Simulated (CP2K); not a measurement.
# Ga (Cmcm) in CP2K: equation of state

How stiff is Ga in PBEsol, and what volume does it want? The cell is scaled to several volumes.

Program: CP2K 2026.2. These are calculated values, not measurements. Logs are shortened: lines on timing, memory, paths and dates and some standing lists are left out, and cuts for length are marked.

### Step 1. Starting point

It takes space group Cmcm (No. 63, orthorhombic). Conventional cell: a = 2.900 Å, b = 8.130 Å, c = 3.170 Å, α = 90.00°, β = 90.00°, γ = 90.00°. Ga (site symmetry m2m) has 8 Ga at 2.68 to 2.90 Å as nearest neighbours.

This isn't the form of Ga at room conditions, which is orthorhombic.

### Step 2. Single point, PBEsol, 18.68 Å³/atom

Input file ga_eos.inp:

```
&GLOBAL
  PROJECT ga_eos
  RUN_TYPE ENERGY_FORCE
  PRINT_LEVEL LOW
&END GLOBAL
&FORCE_EVAL
  METHOD QS
  STRESS_TENSOR ANALYTICAL
  &DFT
    BASIS_SET_FILE_NAME BASIS_MOLOPT_UZH
    POTENTIAL_FILE_NAME POTENTIAL_UZH
    &MGRID
      CUTOFF 450
      REL_CUTOFF 60
      NGRIDS 5
    &END MGRID
    &QS
      METHOD GPW
      EPS_DEFAULT 1.0E-10
    &END QS
    &KPOINTS
      SCHEME MONKHORST-PACK 10 10 8
      GAMMA_CENTERED T
      SYMMETRY T
      SYMMETRY_BACKEND SPGLIB
    &END KPOINTS
    &SCF
      SCF_GUESS ATOMIC
      EPS_SCF 1.0E-6
      MAX_SCF 100
      ADDED_MOS 10
      CHOLESKY OFF
      EPS_EIGVAL 1.0E-7
      &DIAGONALIZATION ON
        ALGORITHM STANDARD
      &END DIAGONALIZATION
      &MIXING ON
        METHOD BROYDEN_MIXING
        ALPHA 0.4
        BETA 1.5
        NBUFFER 8
      &END MIXING
      &SMEAR ON
        METHOD FERMI_DIRAC
        ELECTRONIC_TEMPERATURE 580.23
      &END SMEAR
    &END SCF
    &XC
      &XC_FUNCTIONAL
        &GGA_X_PBE_SOL
        &END GGA_X_PBE_SOL
        &GGA_C_PBE_SOL
        &END GGA_C_PBE_SOL
      &END XC_FUNCTIONAL
    &END XC
    &PRINT
      &KPOINTS ON
      &END KPOINTS
      &MULLIKEN ON
      &END MULLIKEN
      &MO ON
        ENERGIES T
        OCCUPATION_NUMBERS T
        &EACH
          QS_SCF 0
        &END EACH
        ADD_LAST NUMERIC
      &END MO
    &END PRINT
  &END DFT
  &SUBSYS
    &CELL
      A 4.3158689739 0.0000000000 0.0000000000
      B -3.3415576532 2.7314313922 0.0000000000
      C 0.0000000000 0.0000000000 3.1700000000
      PERIODIC XYZ
    &END CELL
    &COORD
      SCALED
      Ga  0.1330000000 0.8670000000 0.7500000000
      Ga  0.8670000000 0.1330000000 0.2500000000
    &END COORD
    &KIND Ga
      BASIS_SET TZVP-MOLOPT-PBE-GTH-q13
      POTENTIAL GTH-PBE-q13
    &END KIND
    &PRINT
      &ATOMIC_COORDINATES ON
      &END ATOMIC_COORDINATES
      &CELL ON
      &END CELL
    &END PRINT
  &END SUBSYS
  &PRINT
    &FORCES ON
    &END FORCES
    &STRESS_TENSOR ON
    &END STRESS_TENSOR
  &END PRINT
&END FORCE_EVAL
```

Potentials or basis: POTENTIAL_UZH Ga GTH-PBE-q13; TZVP-MOLOPT-PBE-GTH basis.

Started as:

```
> OMP_NUM_THREADS=1 cp2k.psmp -i ga_eos.inp -o ga_eos.out
```

ga_eos.out:

```text

 CP2K| version string:                                       CP2K version 2026.2
 CP2K| Input file name                                                ga_eos.inp

 GLOBAL| Force Environment number                                              1
 GLOBAL| Basis set file name                                    BASIS_MOLOPT_UZH
 GLOBAL| Potential file name                                       POTENTIAL_UZH
 GLOBAL| MM Potential file name                                     MM_POTENTIAL
 GLOBAL| Coordinate file name                                      __STD_INPUT__
 GLOBAL| Method name                                                        CP2K
 GLOBAL| Project name                                                     ga_eos
 GLOBAL| Run type                                                   ENERGY_FORCE
 GLOBAL| FFT library                                                       FFTW3
 GLOBAL| Diagonalization library                                       ScaLAPACK
 GLOBAL| Cholesky decomposition library                                ScaLAPACK
 GLOBAL| DGEMM library                                                      BLAS
 GLOBAL| Direct generalized diagonalization requested                          F
 GLOBAL| Matrix multiplication library                                 ScaLAPACK
 GLOBAL| Global print level                                                  LOW
 GLOBAL| Total number of message passing processes                             1
 GLOBAL| Number of threads for this process                                    1
 GLOBAL| CPU model name                                                  UNKNOWN

 CELL| Volume [angstrom^3]:                                            37.369545
 CELL| Vector a [angstrom]:       4.316     0.000     0.000   |a| =     4.315869
 CELL| Vector b [angstrom]:      -3.342     2.731     0.000   |b| =     4.315869
 CELL| Vector c [angstrom]:       0.000     0.000     3.170   |c| =     3.170000
 CELL| Angle (b,c), alpha [degree]:                                    90.000000
 CELL| Angle (a,c), beta  [degree]:                                    90.000000
 CELL| Angle (a,b), gamma [degree]:                                   140.737003
 CELL| Numerically orthorhombic:                                              NO
 CELL| Periodicity                                                           XYZ

 CELL_REF| Volume [angstrom^3]:                                        37.369545
 CELL_REF| Vector a [angstrom     4.316     0.000     0.000   |a| =     4.315869
 CELL_REF| Vector b [angstrom    -3.342     2.731     0.000   |b| =     4.315869
 CELL_REF| Vector c [angstrom     0.000     0.000     3.170   |c| =     3.170000
 CELL_REF| Angle (b,c), alpha [degree]:                                90.000000
 CELL_REF| Angle (a,c), beta  [degree]:                                90.000000
 CELL_REF| Angle (a,b), gamma [degree]:                               140.737003
 CELL_REF| Numerically orthorhombic:                                          NO
 CELL_REF| Periodicity                                                       XYZ

[... 8 lines left out ...]
 TOTAL NUMBERS AND MAXIMUM NUMBERS

  Total number of            - Atomic kinds:                                   1
                             - Atoms:                                          2
                             - Shell sets:                                     2
                             - Shells:                                        20
                             - Primitive Cartesian functions:                 12
                             - Cartesian basis functions:                     80
                             - Spherical basis functions:                     68

  Maximum angular momentum of the orbital basis functions:                     3

 MODULE QUICKSTEP: ATOMIC COORDINATES IN ANGSTROM

   Atom Kind Element         X             Y             Z       Z(eff)     Mass
      1    1 Ga   31     -2.323120      2.368151      2.377500  13.0000  69.7230
      2    1 Ga   31      3.297431      0.363280      0.792500  13.0000  69.7230

 SCF PARAMETERS         Density guess:                                    ATOMIC
                        --------------------------------------------------------
                        max_scf:                                             100
                        max_scf_history:                                       0
                        max_diis:                                              4
[... 5 lines left out ...]
                        --------------------------------------------------------
                        level_shift [a.u.]:                             0.000000
                        added MOs                                        10    0
                        --------------------------------------------------------
                        Mixing method:                            BROYDEN_MIXING
                                                charge density mixing in g-space
                        --------------------------------------------------------
[... 9 lines left out ...]
 *******************************************************************************
 BRILLOUIN| K-point scheme                                        Monkhorst-Pack
 BRILLOUIN| K-Point grid                                            10   10    8
 BRILLOUIN| Gamma-centered k-point mesh                                     ON
 BRILLOUIN| K-point symmetry accuracy                               0.100000E-05
 BRILLOUIN| K-Point point group symmetrization                                ON
 BRILLOUIN| Symmetry backend                                             SPGLIB
 BRILLOUIN| Symmetry reduction method                                    SPGLIB
 BRILLOUIN| Wavefunction type                                            COMPLEX
 BRILLOUIN| List of Kpoints [2 Pi/Bohr]                                      155
 BRILLOUIN| Number           Weight            X              Y              Z
 BRILLOUIN|     1           0.00500       -0.40000       -0.40000       -0.37500
 BRILLOUIN|     2           0.00500       -0.40000       -0.40000       -0.25000
 BRILLOUIN|     3           0.00500       -0.40000       -0.40000       -0.12500
 BRILLOUIN|     4           0.00250       -0.40000       -0.40000        0.00000
 BRILLOUIN|     5           0.00250       -0.40000       -0.40000        0.50000
 BRILLOUIN|     6           0.01000       -0.40000       -0.30000       -0.37500
[... 32 lines left out ...]
 BRILLOUIN|    39           0.00500       -0.40000        0.30000        0.00000
 BRILLOUIN|    40           0.00500       -0.40000        0.30000        0.50000
 [... further k-points ...]
 *******************************************************************************

 Extrapolation method: initial_guess

 Number of electrons:                                                         26
 Number of occupied orbitals:                                                 13
 Number of molecular orbitals:                                                23

 Number of orbital functions:                                                 68
 Number of independent orbital functions:                                     68

 SCF WAVEFUNCTION OPTIMIZATION

  Step     Update method      Time    Convergence         Total energy    Change
  ------------------------------------------------------------------------------
     1 NoMix/Diag. 0.40E+00    9.7     0.72754667      -149.0530565498 -1.49E+02
     2 Broy./Diag. 0.40E+00    8.4     0.00684420      -149.2283765537 -1.75E-01
     3 Broy./Diag. 0.40E+00    8.4     0.01398278      -149.0010113459  2.27E-01
     4 Broy./Diag. 0.40E+00    8.5     0.00341769      -148.8646469839  1.36E-01
     5 Broy./Diag. 0.40E+00    8.5     0.00060860      -148.8679334535 -3.29E-03
     6 Broy./Diag. 0.40E+00    8.5     0.00151663      -148.8700180927 -2.08E-03
     7 Broy./Diag. 0.40E+00    8.4     0.00007132      -148.8694205450  5.98E-04
     8 Broy./Diag. 0.40E+00    8.4     0.00007824      -148.8691146568  3.06E-04
     9 Broy./Diag. 0.40E+00    8.5     0.00003124      -148.8690226108  9.20E-05
    10 Broy./Diag. 0.40E+00    8.5     0.00000742      -148.8690018602  2.08E-05
    11 Broy./Diag. 0.40E+00    8.5     0.00000240      -148.8690020604 -2.00E-07
    12 Broy./Diag. 0.40E+00    8.5     0.00000121      -148.8690052360 -3.18E-06
    13 Broy./Diag. 0.40E+00    8.5     0.00000099      -148.8690048599  3.76E-07

  *** SCF run converged in    13 steps ***

  Electronic density on regular grids:        -25.9999999292        0.0000000708
  Core density on regular grids:               25.9999999980       -0.0000000020
  Total charge density on r-space grids:        0.0000000688
  Total charge density g-space grids:           0.0000000688

  Overlap energy of the core charge distribution:               0.00000000001838
  Self energy of the core charge distribution:               -194.58776254249338
  Core Hamiltonian energy:                                     58.31783643125792
  Hartree energy:                                               7.42637095248336
  Exchange-correlation energy:                                -20.02533709428781
  Electronic entropic energy:                                  -0.00011260689003
  Fermi energy:                                                 0.20636575267145

  Total energy:                                              -148.86900485990023
  Total energy (extrapolated to T->0):                       -148.86894855645522

 MO| EIGENVALUES AND OCCUPATION NUMBERS FOR K POINT 1
 MO|
 MO|  Index      Eigenvalue [a.u.]        Eigenvalue [eV]             Occupation
 MO|      1              -0.339482              -9.237766               2.000000
 MO|      2              -0.339319              -9.233326               2.000000
 MO|      3              -0.335386              -9.126322               2.000000
 MO|      4              -0.333964              -9.087613               2.000000
 MO|      5              -0.332260              -9.041244               2.000000
 MO|      6              -0.331582              -9.022794               2.000000
[... 15 lines left out ...]
 MO|     22               0.821930              22.365841               0.000000
 MO|     23               0.863203              23.488948               0.000000
 MO| Sum:                                                              28.000000
 MO| E(Fermi):            0.206366 a.u.          5.615498 eV
 MO| Band gap:            0.020389 a.u.          0.554815 eV

 MO| EIGENVALUES AND OCCUPATION NUMBERS FOR K POINT 2
 MO|
 MO|  Index      Eigenvalue [a.u.]        Eigenvalue [eV]             Occupation
 MO|      1              -0.338881              -9.221416               2.000000
 MO|      2              -0.338234              -9.203813               2.000000
 MO|      3              -0.336397              -9.153826               2.000000
 MO|      4              -0.333620              -9.078257               2.000000
 MO|      5              -0.333265              -9.068593               2.000000
 MO|      6              -0.332629              -9.051299               2.000000
[... 15 lines left out ...]
 MO|     22               0.820414              22.324591               0.000000
 MO|     23               0.825706              22.468602               0.000000
[... 326 lines left out ...]
 MO| EIGENVALUES AND OCCUPATION NUMBERS FOR K POINT 14
 MO|
 MO|  Index      Eigenvalue [a.u.]        Eigenvalue [eV]             Occupation
 MO|      1              -0.339493              -9.238078               2.000000
 MO|      2              -0.338621              -9.214333               2.000000
 MO|      3              -0.336965              -9.169296               2.000000
 MO|      4              -0.334096              -9.091223               2.000000
 MO|      5              -0.333852              -9.084583               2.000000
 MO|      6              -0.331849              -9.030077               2.000000
[... 15 lines left out ...]
 MO|     22               0.712836              19.397259               0.000000
 MO|     23               0.895548              24.369107               0.000000
 MO| Sum:                                                              26.000000
 MO| E(Fermi):            0.206366 a.u.          5.615498 eV
 MO| Band gap:            0.243290 a.u.          6.620257 eV

 [... the levels of further k-points ...]

 !-----------------------------------------------------------------------------!
                     Mulliken Population Analysis

 #  Atom  Element  Kind  Atomic population                           Net charge
       1     Ga       1         13.000020                             -0.000020
       2     Ga       1         12.999980                              0.000020
 # Total charge                             26.000000                 -0.000000

 !-----------------------------------------------------------------------------!

 ENERGY| Total FORCE_EVAL ( QS ) energy [hartree]           -148.869004575168219

 FORCES| Atomic forces [hartree/bohr]
 FORCES|   Atom     x               y               z               |f|
 FORCES|      1  2.93836627E-03 -1.04813132E-03 -1.33682387E-03   3.39406448E-03
 FORCES|      2 -2.93836604E-03  1.04813124E-03  1.33682360E-03   3.39406414E-03
 FORCES| Sum     2.29348412E-10 -8.23707318E-11 -2.77571854E-10
 FORCES| Total atomic force                                       3.69366708E-10

 STRESS| Analytical stress tensor [bar]
 STRESS|                        x                   y                   z
 STRESS|      x       -1.30524175337E+04  -6.59821979669E+03  -3.02235388967E+01
 STRESS|      y       -6.59821979669E+03  -2.91968929543E+04   1.07808561090E+01
 STRESS|      z       -3.02235388967E+01   1.07808561090E+01  -1.51547002946E+03
 STRESS| 1/3 Trace                                            -1.45882601725E+04
 STRESS| Determinant                                          -5.11519775489E+11

 STRESS| Eigenvectors and eigenvalues of the analytical stress tensor [bar]
 STRESS|                        1                   2                   3
 STRESS| Eigenvalues  -3.15504658186E+04  -1.06989567934E+04  -1.51535790547E+03
 STRESS|      x           0.335964903467      0.941868755492     -0.003291058581
 STRESS|      y           0.941874505249     -0.335962852519      0.001173920381
 STRESS|      z          -0.000000005500      0.003494160221      0.999993895404
```

Wall time 2.1 min (1 thread of Arm Neoverse V2, shared host); peak memory 0.42 GiB.

What came out:

- Free energy: -4050.9316 eV
- Pressure: -1.5 GPa
- Largest force: 0.175 eV/Å
- Band gap on the k mesh: none (metal or under the smearing width)

Caveat: the potentials were made for another functional, which shifts forces and pressure; the basis of atomic orbitals isn't converged, which shifts pressures, moduli and gaps.

### Step 3. Single point, PBEsol, 18.31 Å³/atom (volume scaled by 0.98)

ga_eos.inp: that of step 2 with these lines changed.

```diff
@@ -11,2 +11,3 @@
     POTENTIAL_FILE_NAME POTENTIAL_UZH
+    WFN_RESTART_FILE_NAME previous-RESTART.kp
     &MGRID
@@ -27,3 +28,3 @@
     &SCF
-      SCF_GUESS ATOMIC
+      SCF_GUESS RESTART
       EPS_SCF 1.0E-6
@@ -72,5 +73,5 @@
     &CELL
-      A 4.3158689739 0.0000000000 0.0000000000
-      B -3.3415576532 2.7314313922 0.0000000000
-      C 0.0000000000 0.0000000000 3.1700000000
+      A 4.2869025375 0.0000000000 0.0000000000
+      B -3.3191304160 2.7130990855 0.0000000000
+      C 0.0000000000 0.0000000000 3.1487241912
       PERIODIC XYZ
```

Potentials or basis: POTENTIAL_UZH Ga GTH-PBE-q13; TZVP-MOLOPT-PBE-GTH basis.

Started as:

```
> OMP_NUM_THREADS=1 cp2k.psmp -i ga_eos.inp -o ga_eos.out
```

Run time: 97 s. Hardware: 1 thread of Arm Neoverse V2, shared host; peak memory 0.41 GiB.

It converged, with:

- Free energy: -4050.9360 eV
- Pressure: -0.4 GPa
- Largest force: 0.185 eV/Å
- Band gap on the k mesh: none (metal or under the smearing width)

Caveat: the potentials were made for another functional, which shifts forces and pressure; the basis of atomic orbitals isn't converged, which shifts pressures, moduli and gaps.

### Step 4. Single point, PBEsol, 19.06 Å³/atom (volume scaled by 1.02)

ga_eos.inp: that of step 3 with these lines changed.

```diff
@@ -73,5 +73,5 @@
     &CELL
-      A 4.2869025375 0.0000000000 0.0000000000
-      B -3.3191304160 2.7130990855 0.0000000000
-      C 0.0000000000 0.0000000000 3.1487241912
+      A 4.3444517206 0.0000000000 0.0000000000
+      B -3.3636878190 2.7495208690 0.0000000000
+      C 0.0000000000 0.0000000000 3.1909939893
       PERIODIC XYZ
```

Started as:

```
> OMP_NUM_THREADS=1 cp2k.psmp -i ga_eos.inp -o ga_eos.out
```

Wall time 93 s (1 thread of Arm Neoverse V2, shared host); peak memory 0.41 GiB.

The run converged. Its results:

| Item | Value |
| --- | --- |
| Free energy | -4050.9226 eV |
| Pressure | -2.4 GPa |
| Largest force | 0.164 eV/Å |
| Band gap on the k mesh | none (metal or under the smearing width) |

Caveat: the potentials were made for another functional, which shifts forces and pressure; the basis of atomic orbitals isn't converged, which shifts pressures, moduli and gaps.

### Step 5. Single point, PBEsol, 17.94 Å³/atom (volume scaled by 0.96)

ga_eos.inp: that of step 4 with these lines changed.

```diff
@@ -73,5 +73,5 @@
     &CELL
-      A 4.3444517206 0.0000000000 0.0000000000
-      B -3.3636878190 2.7495208690 0.0000000000
-      C 0.0000000000 0.0000000000 3.1909939893
+      A 4.2575392699 0.0000000000 0.0000000000
+      B -3.2963959326 2.6945156319 0.0000000000
+      C 0.0000000000 0.0000000000 3.1271569103
       PERIODIC XYZ
```

Started as:

```
> OMP_NUM_THREADS=1 cp2k.psmp -i ga_eos.inp -o ga_eos.out
```

Run time: 99 s. Hardware: 1 thread of Arm Neoverse V2, shared host; peak memory 0.41 GiB.

Results (log left out):

| Quantity | Value |
| --- | --- |
| Free energy | -4050.9372 eV |
| Pressure | 1.0 GPa |
| Largest force | 0.182 eV/Å |
| Band gap on the k mesh | none (metal or under the smearing width) |

Caveat: the potentials were made for another functional, which shifts forces and pressure; the basis of atomic orbitals isn't converged, which shifts pressures, moduli and gaps.

(Continued in part 2 of 2.)
